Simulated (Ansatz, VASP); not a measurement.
# Cross-check of Te2Mo between VASP and Ansatz, part 2 of 2

One calculation is typed for both programs; each brings its own data sets. How far apart do they land? Of the first pair: The structure shown is the start of the Ansatz relaxation below; VASP solves that cell, so the two are compared at the walk's first step.

VASP 6.6.1 and Ansatz 0.2.0.

So far: Set-up; Ansatz: relaxation, PBE; VASP: single point, PBE, start cell, pair 1.

## (4) Side by side

Known differences besides the potentials themselves: the data sets hold 92 valence electrons in Ansatz (on its default PAW (the set named soft_2) files) and 52 in VASP; the cutoff is 420 eV in Ansatz and 400 eV in VASP. Total energies have different zeros and are not compared.

Forces (eV/Å; atoms numbered as in POSCAR):

| atom | Ansatz x, y, z | VASP x, y, z |
| --- | --- | --- |
| Te1 | 0.000, 0.000, 0.258 | 0.000, 0.000, 0.273 |
| Te2 | 0.000, 0.000, -0.184 | 0.000, 0.000, -0.200 |
| Te3 | 0.000, 0.000, 0.184 | 0.000, 0.000, 0.200 |
| Te4 | 0.000, 0.000, -0.258 | 0.000, 0.000, -0.273 |
| Mo5 | 0.000, 0.000, 0.056 | 0.000, 0.000, 0.057 |
| Mo6 | 0.000, 0.000, -0.056 | 0.000, 0.000, -0.057 |

The forces differ by 7.4 meV/Å r.m.s., which is 6.5 % of the r.m.s. force of 0.114 eV/Å (both taken over all components). With vacuum in the cell, a pressure given here is an average over mostly empty space and none of the material.

## (5) Ansatz: relaxation, PBE

This run makes the geometry at which the two programs are then compared.

The structure compared here is the end of the Ansatz relaxation.

input.yaml

```yaml
crystal:
  lattice:
    - [3.5182, 0.0, 0.0]
    - [-1.7591, 3.046850576, 0.0]
    - [0.0, 0.0, 26.5919888]
  atoms:
    - { symbol: Te, position: [0.333333333, 0.666666667, 0.699157515] }
    - { symbol: Mo, position: [0.666666667, 0.333333333, 0.631370392] }
    - { symbol: Te, position: [0.333333333, 0.666666667, 0.56358327] }
    - { symbol: Te, position: [0.666666667, 0.333333333, 0.43641673] }
    - { symbol: Mo, position: [0.333333333, 0.666666667, 0.368629608] }
    - { symbol: Te, position: [0.666666667, 0.333333333, 0.300842485] }
kpoints:
  mp_grid: { grid: [12, 12, 1] }
scf:
  occupations: { method: fermi_dirac, width: 0.02 }
  n_extra_bands: 8
hamiltonian:
  xc: pbe
  pseudopotentials: { kind: paw }
output:
  forces: true
  write_potential: true
  volumetric_format: []
relax:
  f_tol: 0.01
  max_steps: 40
  cell: { fix: [c, alpha, beta] }
```

Command:

```console
ansatz run input.yaml --threads 4 --pin off --max-ram 8192MiB --backend cpu --events-out ev --progress --plain --runs-dir out
```

Numbers of over 12 decimals in the logs are rounded to 6 here.

Output:

```text
[...]
Crystal: 6 atoms, lattice volume = 285.051 Å³
Basis set: ecut = 420 eV, 5507 PW (Γ), exchange–correlation on 48×48×360 points (8 copies of the dense FFT grid, shifted against one another)
Bands: 54, of which v1, the nominal top of the filled ones, is band 46 counted from 1 (45 counted from 0)
Symmetry: 12 space group operations
[...]
k-points: 19 of 144
[...]
cell:  # Å, volume = 291.2343 Å³
    - [3.556154, 0.0, 0]
    - [-1.778077, 3.079720, 0]
    - [0, 0, 26.5919888]
  atoms:
    - { symbol: Te, position: [0.333333, 0.666667, 0.711706] }
    - { symbol: Mo, position: [0.666667, 0.333333, 0.643748] }
    - { symbol: Te, position: [0.333333, 0.666667, 0.575744] }
    - { symbol: Te, position: [0.666667, 0.333333, 0.424256] }
    - { symbol: Mo, position: [0.333333, 0.666667, 0.356252] }
    - { symbol: Te, position: [0.666667, 0.333333, 0.288294] }
[key lines of the parts left out:]
SCF converged after 7 iterations
Free energy (F): -37833.471184 eV
Fermi energy:    4.512636 eV
P = ⅓ Tr σ = 0.0006 GPa (0.006 kbar)
```

## (6) VASP: single point, PBE, relaxed cell, pair 2

The same cell, functional, mesh and smearing now go to VASP, with its own data sets.

INCAR

```
SYSTEM = Te2Mo
PREC = Accurate
ENCUT = 500
EDIFF = 1E-06
NELM = 120
ISMEAR = -1
SIGMA = 0.02
LREAL = .FALSE.
ALGO = Normal
GGA = PE
NBANDS = 32
LASPH = .TRUE.
LORBIT = 11
LWAVE = .FALSE.
LCHARG = .FALSE.
ISIF = 2
GGA_COMPAT = .FALSE.
EFERMI = MIDGAP
KPAR = 2
```

POSCAR

```
Te2Mo
1.0
    3.5561541056      0.0000000000      0.0000000000
   -1.7780770528      3.0797197952      0.0000000000
    0.0000000000      0.0000000000     26.5919888000
Te Mo
4 2
Direct
    0.3333333332      0.6666666666      0.7117062537
    0.3333333332      0.6666666666      0.5757436305
    0.6666666666      0.3333333332      0.4242563695
    0.6666666666      0.3333333332      0.2882937463
    0.6666666666      0.3333333332      0.6437481965
    0.3333333332      0.6666666666      0.3562518035
```

KPOINTS

```
Automatic mesh
0
Gamma
12 12 1
0 0 0
```

PAW data sets: Te and Mo_sv (PBE family, release 64).

Command:

```console
mpirun -np 2 vasp_std
```

Output:

```text
[... set-up lines as in an earlier step ...]
 entering main loop
       N       E                     dE             d eps       ncg     rms          rms(c)
DAV:   1     0.378782737200E+03    0.37878E+03   -0.25381E+04  1528   0.129E+03
DAV:   2    -0.114699237649E+02   -0.39025E+03   -0.38169E+03  1576   0.293E+02
DAV:   3    -0.364101668546E+02   -0.24940E+02   -0.24601E+02  1512   0.649E+01
DAV:   4    -0.373963614126E+02   -0.98619E+00   -0.98179E+00  1784   0.123E+01
[...]
DAV:  22    -0.360619524573E+02   -0.67923E-05   -0.40945E-07   928   0.120E-03    0.344E-04
DAV:  23    -0.360619539583E+02   -0.15010E-05   -0.83223E-08   800   0.627E-04    0.382E-04
DAV:  24    -0.360619541843E+02   -0.22603E-06   -0.16250E-08   680   0.291E-04
   1 F= -.36061954E+02 E0= -.36061954E+02  d E =-.175066E-12
```

From OUTCAR (step 6):

```text
  Total       -0.0156732     -0.0156732      0.0957903      0.0000000      0.0000000      0.0000000
  in kB       -0.0862235     -0.0862235      0.5269743      0.0000000      0.0000000      0.0000000
  external PRESSURE =       0.1181758 kB  Pullay stress =       0.0000000 kB

 POSITION                                       TOTAL-FORCE (eV/Angst)
 -----------------------------------------------------------------------------------
     -0.00000      2.05315     18.92568        -0.000000      0.000000      0.014815
     -0.00000      2.05315     15.31017        -0.000000      0.000000     -0.014281
      1.77808      1.02657     11.28182         0.000000     -0.000000      0.014281
      1.77808      1.02657      7.66630         0.000000     -0.000000     -0.014815
      1.77808      1.02657     17.11854        -0.000000     -0.000000      0.000298
     -0.00000      2.05315      9.47344         0.000000      0.000000     -0.000298
 -----------------------------------------------------------------------------------
    total drift:                                0.000001      0.000002     -0.000000

  FREE ENERGIE OF THE ION-ELECTRON SYSTEM (eV)
  ---------------------------------------------------
  free  energy   TOTEN  =       -36.0619541843 eV

  energy  without entropy=      -36.0619541843  energy(sigma->0) =      -36.06195418

[... 1 part as in an earlier step ...]

[... 2 further parts left out ...]
[key lines of the parts left out:]
E-fermi :   2.2850
```

## (7) Comparison

What differs besides the data sets and the points named for the pairs above, as far as they apply: the data sets hold 92 valence electrons in Ansatz (on its default PAW (the set named soft_2) files) and 52 in VASP; the cutoff is 420 eV in Ansatz and 500 eV in VASP; Ansatz's pressure holds a Pulay correction, VASP's none. Total energies have different zeros and are not compared.

Both answers:

```csv
quantity,Ansatz,VASP,difference
pressure (GPa),0.00,0.01,-0.01
gap on the k mesh (eV),1.055,1.054,+0.001
```

At this near-relaxed geometry the largest component of a force difference is 13 meV/Å. A gap on the mesh is an upper bound, since the band edges may lie between its points. With vacuum in the cell, a pressure given here is an average over mostly empty space and none of the material.

## (8) Summary of results

```
r.m.s. force difference (single point, PBE, start cell, pair 1)           : 7.4 meV/Å
difference in gap on the k mesh (single point, PBE, relaxed cell, pair 2) : 8.8e-4 eV
```

**Reading.** The r.m.s. force difference is 7.4 meV/Å (single point, PBE, start cell, pair 1), within the 12 meV/Å picked in this series as the mark of a large difference. The data sets hold unlike numbers of valence electrons (92 in Ansatz and 52 in VASP), so part of the differences comes from the potentials. Such differences can come from data sets, numerical settings and the points named under the comparisons, not from the functional's error against experiment.

[Lines on the potential files, build, host, timing and source positions are cut from VASP's logs without a mark.]

[Logs are printed without paths, hosts, clocks, repeated set-up lines and the standing remarks that a program may print on its own settings, such as how far it seeks lower states.]

[Hosts, paths, dates, database ids (printed as entryN), source tags and the programs' standing remarks are cut or masked in the printed files.]
